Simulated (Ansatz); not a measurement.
Runs of Ansatz 0.2.0 on NaCl. It takes space group Pm-3m (No. 221, cubic). Conventional cell: a = 3.502 Å, b = 3.502 Å, c = 3.502 Å, α = 90.00°, β = 90.00°, γ = 90.00°. Cl (site symmetry m-3m) has 8 Na at 3.03 Å as nearest neighbours. Na (site symmetry m-3m) has 8 Cl at 3.03 Å as nearest neighbours. Measurements of this composition are mostly on another form, of space group No. 225.

| task | level | cell | points for each segment of the path | gap on the mesh (eV) | pressure (GPa) | relaxed volume (Å³/atom) |
| --- | --- | --- | --- | --- | --- | --- |
| relaxation of cell and atoms | RPBE | relaxed | - | 4.02 | 0.0 | (c) |
| relaxation of cell and atoms | PBEsol | relaxed | - | 4.00 | 0.0 | (b) |
| band structure | RPBE | as given | 14 | (a) | 1.9 | - |
| band structure | revPBE | as given | 14 | 4.25 | 1.7 | - |

Alike in all rows: potentials or basis Ansatz PAW; no spin polarisation; k mesh 8 × 8 × 8; cutoff (eV) 420; smearing fermi-dirac 0.05 eV.

Estimate the missing entries.

(a) 4.27; (b) 20.48; (c) 23.16.

Caveats: the PAW data sets come from PBE, with cores solved anew for the run's functional, which leaves a small shift of forces and pressure; the plane-wave basis is chosen anew once the cell has moved, so the energies of steps on either side of that aren't comparable (some runs).

A k mesh can miss the band edges.
